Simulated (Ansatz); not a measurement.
**Symmetry broken, then relaxed in Al$_{2}$Cu**

These are results of DFT PBEsol, scalar-relativistic, plane waves, PAW in Ansatz, not measurements. Cutoff 420 eV, Γ-centred 12×12×12 k-points, Gaussian smearing of 0.15 eV. No spin polarisation. Energies are free energies at this smearing, counted from the undisturbed cell; pressure is positive in compression.

The starting cell (relaxed at this level; it needn't be the usual structure):

```yaml
crystal:
  lattice:
    - [-2.02463, 2.02463, 2.86301]
    - [2.02463, -2.02463, 2.86301]
    - [2.02463, 2.02463, -2.86301]
  atoms:
    - { symbol: Al, position: [0.75000, 0.25000, 0.50000] }
    - { symbol: Al, position: [0.25000, 0.75000, 0.50000] }
    - { symbol: Cu, position: [0.50000, 0.50000, 0.00000] }
```

The atoms are displaced (Å, in the unstrained cell):

```csv
atom,ux,uy,uz
Al1,0.062,-0.057,-0.142
Al2,0.038,-0.048,0.145
Cu3,-0.100,0.105,-0.003
```

Cell and atoms are then relaxed.

Task: Does the relaxation return to the undisturbed structure?

Result: Yes (up to a choice of domain or origin): same space group and volume, and an energy 0.0 meV/atom from it. The disturbance itself cost 122.8 meV/atom. The final space group reads Fm-3m (tolerance 0.05 Å) and the volume changes by 0.02 %.

Final structure:

```
Al Cu
1.0
    -2.02477    2.02462    2.86307
     2.02475   -2.02464    2.86307
     2.02496    2.02483   -2.86309
Al Cu
2 1
Direct
  0.74998 0.24999 0.50000
  0.25002 0.75001 0.50000
  0.50000 0.50000 0.00000
```

The relaxation, step by step (energy from the first step; small jumps at an unchanged geometry come where the plane waves are selected anew for the new cell):

```
step  ΔE (meV/atom) largest force component (eV/Å) pressure (GPa)
   1            0.0                           1.750            3.68
   2          -82.8                           1.044            2.49
   3         -122.7                           0.024           -0.25
   4         -122.8                           0.000           -0.01
   5         -122.8                           0.000           -0.01
```

Frames along the relaxation (Å, eV/Å):

```xyz
3
Lattice="-2.025 2.025 2.863 2.025 -2.025 2.863 2.025 2.025 -2.863" Properties=species:S:1:pos:R:3:forces:R:3 pbc="T T T" step=1
Al    0.062    1.968    1.290   -0.988    0.363    1.415
Al    2.063   -0.048    1.577   -0.761    0.311   -1.411
Cu   -0.100    0.105    2.860    1.750   -0.674   -0.003
3
Lattice="-2.005 2.011 2.848 2.013 -2.011 2.854 2.019 2.024 -2.848" Properties=species:S:1:pos:R:3:forces:R:3 pbc="T T T" step=2
Al    0.047    1.989    1.357   -0.568    0.258    0.660
Al    2.050   -0.019    1.499   -0.476    0.233   -0.663
Cu   -0.066    0.054    2.849    1.044   -0.491    0.003
3
Lattice="-2.028 2.024 2.864 2.027 -2.025 2.864 2.029 2.027 -2.864" Properties=species:S:1:pos:R:3:forces:R:3 pbc="T T T" step=3
Al    0.002    2.025    1.428   -0.011   -0.003    0.024
Al    2.029    0.001    1.435   -0.008   -0.002   -0.022
Cu   -0.002   -0.001    2.864    0.019    0.005   -0.001
3
Lattice="-2.025 2.025 2.863 2.025 -2.025 2.863 2.025 2.025 -2.863" Properties=species:S:1:pos:R:3:forces:R:3 pbc="T T T" step=4
Al    0.000    2.025    1.431    0.000    0.000    0.000
Al    2.025    0.000    1.432    0.000    0.000    0.000
Cu    0.000    0.000    2.863    0.000    0.000    0.000
3
Lattice="-2.025 2.025 2.863 2.025 -2.025 2.863 2.025 2.025 -2.863" Properties=species:S:1:pos:R:3:forces:R:3 pbc="T T T" step=5
Al    0.000    2.025    1.431    0.000    0.000    0.000
Al    2.025    0.000    1.432    0.000    0.000    0.000
Cu    0.000    0.000    2.863    0.000    0.000    0.000
```